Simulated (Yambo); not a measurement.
TePb: optical spectrum by the Bethe-Salpeter equation with PBE

**What was measured.**

A printed reference work, monograph reports, for a bulk crystal of TePb at 4.2 K: band gap 0.19 eV (direct).

Crystal: TePb.

```
CELL_PARAMETERS angstrom
0.00000 3.23100 3.23100
3.23100 0.00000 3.23100
3.23100 3.23100 0.00000
ATOMIC_POSITIONS crystal
Pb 0.00000 0.00000 0.00000
Te 0.50000 0.50000 0.50000
```

| Property | Result |
| --- | --- |
| Program | Yambo 5.3.0 |
| Task | optical spectrum by the Bethe-Salpeter equation |
| Functional | PBE |
| Potentials or basis | PseudoDojo 0.4.1 SR PBE standard |
| Cutoff | 762 eV |
| Density cutoff | 3048 eV |
| k mesh | 6 × 6 × 6 |
| Occupations | fixed |
| Spin | no spin polarisation |
| k mesh of the self-consistent run | 8 × 8 × 8 |
| Random integration of the Coulomb term | yes |
| Direction of the field or of q to 0 | x + y + z |
| Broadening | 0.05 eV |
| Kernel | screened exchange |
| Terms kept | resonant and antiresonant, uncoupled |
| Solver | diagonalisation |
| Correction of the levels | scissor |
| Top of the energy range | 20 eV |
| Energy points | 150 |
| Scissor shift | 0.23 eV |
| Bands of the transition space (first, last) | [13, 18] |
| Bands in the response | 40 |
| Cutoff of the response matrix | 3 Ry |
| Cutoff of exchange and Vxc | 20 Ry |

```
Band gap on the k mesh, mean-field level : 0.74 eV, direct
Exciton binding energy                   : 0.05 eV
Lowest exciton energy                    : 0.92 eV
Lowest bright exciton energy             : 0.92 eV
```

Dielectric function (along the field direction of the input):
```csv
energy (eV),real part,imaginary part
0.27,29.37,0.24
1.21,46.68,4.36
2.28,-28.97,54.67
3.36,-17.33,10.52
4.30,-8.06,4.62
5.37,-1.58,0.89
6.44,-4.96,4.31
7.52,-2.06,0.58
8.46,-1.85,0.13
9.53,-0.92,0.16
10.60,-0.48,0.02
11.68,-0.17,0.01
12.62,0.02,0.01
13.69,0.18,0.01
14.77,0.30,0.01
15.84,0.40,0.00
16.78,0.47,0.00
17.85,0.53,0.00
18.93,0.59,0.00
20.00,0.63,0.00
```

Lowest exciton energies (eV): 0.92, 0.92, 0.92, 0.92, 1.45, 1.45, 1.45, 1.45

Excitons:
```
energy (eV)  strength (relative to the strongest)
      0.921                               1.3e-09
      0.922                                 0.032
      0.922                                 0.024
      0.922                                 0.039
      1.451                                  0.21
      1.451                                   0.2
      1.451                                  0.22
      1.455                               1.2e-09
      1.455                               7.3e-08
      1.455                               6.5e-10
      1.457                               2.6e-09
      1.457                               1.5e-10
```

Against the measured gap of TePb, 0.19 eV (direct; 4.2 K; a printed reference work, monograph), the calculated 0.74 eV is off by +0.55 eV. Spin-orbit coupling on Pb, Te is left out. The value is that of PBE on a finite k mesh, which can miss the band edges, without temperature or zero-point motion.

Caveat: the scissor is the correction of the direct gap in an earlier G0W0 run on the same states; exciton energies and binding change strongly with the k mesh and aren't converged on this one; spectra need much finer meshes, so this one isn't converged; spin-orbit coupling is left out, which as a rule narrows the gap of such compounds by several tenths of an eV.
